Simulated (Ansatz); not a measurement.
# C: the cost of one run

Method: DFT PBEsol, scalar-relativistic, plane waves, PAW, in Ansatz 0.2.0.

19 further runs of the same task are left out: 19 set aside as unsound or not needed.

### Step 1. The structure to begin with

Symmetry: Fmmm, No. 69, orthorhombic system. Conventional cell: a = 2.459 Å, b = 4.258 Å, c = 7.378 Å, α = 90.00°, β = 90.00°, γ = 90.00°. C (site symmetry m2m) has 3 C at 1.42 Å as nearest neighbours.

Coordinates:

```cif
data_structure
_symmetry_space_group_name_H-M 'P 1'
_symmetry_Int_Tables_number 1
_cell_length_a 2.4586
_cell_length_b 2.4586
_cell_length_c 7.3778
_cell_angle_alpha 90.000
_cell_angle_beta 90.000
_cell_angle_gamma 119.990
_cell_volume 38.63
loop_
_atom_site_label
_atom_site_type_symbol
_atom_site_fract_x
_atom_site_fract_y
_atom_site_fract_z
_atom_site_occupancy
C1 C 0.08332 0.91668 0.74984 1
C2 C 0.58332 0.41668 0.25016 1
C3 C 0.91668 0.08332 0.25016 1
C4 C 0.41668 0.58332 0.74984 1
```

It goes back to an entry of the Materials Project, which need not be the stable form.

It is the result of an earlier relaxation at this level (volume 9.66 Å³/atom; gap on the mesh: none (metal)).

### Step 2. Plan of the line

The energy is mapped over two homogeneous strains (x along [1 0 0], y along [0 1 0], z along [0 0 1] of the conventional cell).

The axes are (1) normal strain along x: 7 values from −7.00 %; (2) normal strain along y: 7 values from −7.00 %.

Nothing else is relaxed (fractional coordinates fixed). Energies count from the relaxed crystal. Points are written as (first, second).

### Step 3. The run at (−7.00 %, 4.67 %)

Contents of input.yaml:

```yaml
crystal:
  lattice:
    - [1.1434113954, -2.2285132197, 0.0]
    - [1.1434113954, 2.2285132197, 0.0]
    - [0.0, 0.0, 7.3778182888]
  atoms:
    - { symbol: C, position: [0.0833216498, 0.9166783502, 0.7498439858] }
    - { symbol: C, position: [0.5833216498, 0.4166783502, 0.2501560142] }
    - { symbol: C, position: [0.9166783502, 0.0833216498, 0.2501560142] }
    - { symbol: C, position: [0.4166783502, 0.5833216498, 0.7498439858] }
basis:
  ecutwfc: 520.0
kpoints:
  mp_grid: { grid: [18, 18, 6] }
hamiltonian:
  xc: pbesol
  pseudopotentials: { kind: paw, azcp: { folder: soft_1 } }
scf:
  occupations: { method: gaussian, width: 0.15 }
output:
  forces: true
  stress: true
  eigenvalues: true
```

The run is started by

```
> ansatz run input.yaml --threads 2 --pin off --max-ram 4096MiB --backend cpu --events-out ev --progress --plain --runs-dir out
```

**Question.** How long does this run take on 2 threads of Arm Neoverse N1, shared host, and how much memory does it need?

About 16 s, with a peak of 0.45 GiB.
